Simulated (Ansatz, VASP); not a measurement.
**GePt in VASP and in Ansatz**

INCAR

```
SYSTEM = GePt
PREC = Accurate
ENCUT = 600
EDIFF = 1E-6
ISMEAR = 0
SIGMA = 0.1
LREAL = .False.
LASPH = .True.
NELM = 60
ALGO = Normal
ISIF = 3
LWAVE = .False.
LCHARG = .False.
GGA = PE
IBRION = 2
NSW = 90
EDIFFG = -0.04
```

The input KPOINTS:

```
regular mesh
0
Gamma
  6 6 4
  0 0 0
```

The input POSCAR:

```
GePt
1.0
    3.1782391200      0.0000000000      0.0000000000
   -1.5891195600      2.7524358100      0.0000000000
    0.0000000000      0.0000000000      4.0460407400
Ge Pt
1 1
Direct
    0.0000000000      0.0000000000      0.0000000000
    0.0000000000      0.0000000000      0.5000000000
```

Input for Ansatz:

```yaml
crystal:
  lattice:
    - [3.17823912, 0.0, 0.0]
    - [-1.58911956, 2.75243581, 0.0]
    - [0.0, 0.0, 4.04604074]
  atoms:
    - { symbol: Ge, position: [0.0, 0.0, 0.0] }
    - { symbol: Pt, position: [0.0, 0.0, 0.5] }
basis:
  ecutwfc: 420
kpoints:
  mp_grid: { grid: [6, 6, 4] }
hamiltonian:
  xc: pbe
scf:
  occupations: { method: gaussian, width: 0.1 }
  lower_state_search: "off"
output:
  forces: true
  stress: true
  eigenvalues: true
relax:
  adjacent_minimum: "off"
  f_tol: 0.04
  max_steps: 70
  cell: { stress_tol: 0.4 }
```

Alike in both runs: task relaxation of cell and atoms; functional PBE; k mesh 6 × 6 × 4; occupations gaussian, width 0.1 eV; no spin polarisation.

|  | VASP | Ansatz |
| --- | --- | --- |
| version | VASP 6.6.1 | Ansatz 0.2.0 |
| potentials or method | VASP PAW PBE potentials, release 64 (Ge_d, Pt) | scalar-relativistic, plane waves, PAW |
| plane-wave cutoff (eV) | 600 | 420 |
| valence electrons in the cell | 24 | 32 |

Ansatz gave:

| Item | Value |
| --- | --- |
| gap on the k mesh at the Fermi level, each at its own relaxed structure (eV) | none |
| relaxed volume (Å³/atom) | 17.17 |
| relaxed cell length with the largest relative difference (Å) | 5.086 |
| energy change over the relaxation (meV/atom) | -1666 |

**Question.** What did VASP give for the same quantities?

**Answer.** gap on the k mesh at the Fermi level, each at its own relaxed structure (eV): none; relaxed volume (Å³/atom): 17.20; relaxed cell length with the largest relative difference (Å): 5.093; energy change over the relaxation (meV/atom): -1695.

A gap of «none» marks a metal or a gap that the smearing closes. The two sets of potentials don't hold the same shells in valence.

Caveats: the k mesh is coarse (spacing up to 0.39 Å⁻¹), so the values aren't converged. The runs have no spin-orbit coupling, so splittings on Pt are missing.
